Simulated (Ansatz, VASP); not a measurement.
**Hg: VASP beside Ansatz**

The input INCAR:

```
PREC     = Accurate       # precision mode
ENCUT    = 520            # plane-wave cutoff, eV
EDIFF    = 1E-7           # SCF threshold, eV
ISMEAR   = -1             # smearing method
SIGMA    = 0.05           # smearing width, eV
LREAL    = F              # projectors in reciprocal space
LASPH    = T              # aspherical terms in the spheres
NELM     = 100            # most SCF steps
ALGO     = Normal         # electronic algorithm
ISIF     = 2              # what is computed and relaxed
LWAVE    = F              # write WAVECAR
LCHARG   = T              # write CHGCAR
GGA      = PS             # functional
LELF     = T              # ELF
LVHAR    = T            
NBANDS   = 25             # bands
```

KPOINTS

```
regular mesh
0
Gamma
  8 8 9
```

File POSCAR:

```
Hg
1.0
    4.4492019804      0.0000000000      0.0000000000
   -2.2246009902      3.8531219415      0.0000000000
    0.0000000000      0.0000000000      3.8700000000
Hg
3
Direct
    0.3333333333      0.6666666667      0.5000000000
    0.0000000000      0.0000000000      0.0000000000
    0.6666666667      0.3333333333      0.5000000000
```

Input for Ansatz:

```yaml
crystal:
  lattice:
    - [4.4492019804, 0.0, 0.0]
    - [-2.2246009902, 3.8531219415, 0.0]
    - [0.0, 0.0, 3.87]
  atoms:
    - { symbol: Hg, position: [0.3333333333, 0.6666666667, 0.5] }
    - { symbol: Hg, position: [0.0, 0.0, 0.0] }
    - { symbol: Hg, position: [0.6666666667, 0.3333333333, 0.5] }
kpoints:
  mp_grid: { grid: [8, 8, 9] }
  band_path:
    path:
      - [0.0, 0.0, 0.0]
      - [0.5, 0.0, 0.0]
      - [0.3333333333, 0.3333333333, 0.0]
      - [0.0, 0.0, 0.0]
      - [0.0, 0.0, 0.5]
      - [0.5, 0.0, 0.5]
      - [0.3333333333, 0.3333333333, 0.5]
      - [0.0, 0.0, 0.5]
      - [0.5, 0.0, 0.5]
    npoints: 5
scf:
  occupations: { method: fermi_dirac, width: 0.05 }
hamiltonian:
  xc: pbesol
  pseudopotentials: { kind: all_electron, lapw: { basis_error: 0.0005 } }
output:
  forces: true
  stress: true
  eigenvalues: true
```

Change from the starting cell: equal xx and yy strain of -2 %.

Alike in both runs: task single point; functional PBEsol; k mesh 8 × 8 × 9; occupations fermi-dirac, width 0.05 eV; no spin polarisation.

|  | VASP | Ansatz |
| --- | --- | --- |
| version | VASP 6.6.1 | Ansatz 0.2.0 |
| potentials or method | VASP PAW PBE potentials, release 64 (Hg) | all-electron LAPW, scalar-relativistic |
| plane-wave cutoff (eV) | 520 | see its input |

VASP gave:

```
pressure (GPa)                                  : 13.5
largest component of the traceless stress (GPa) : 12.38
```

Question: Estimate Ansatz's values.

Answer: Pressure (GPa): 12.4; largest component of the traceless stress (GPa): 11.61.

Ansatz ran all-electron here, so the differences hold the error of VASP's frozen core and of both bases.

Caveats: the PAW data sets were made with another functional, which shifts forces and pressure a little (VASP). Spin-orbit coupling is left out, which matters for the levels of Hg.
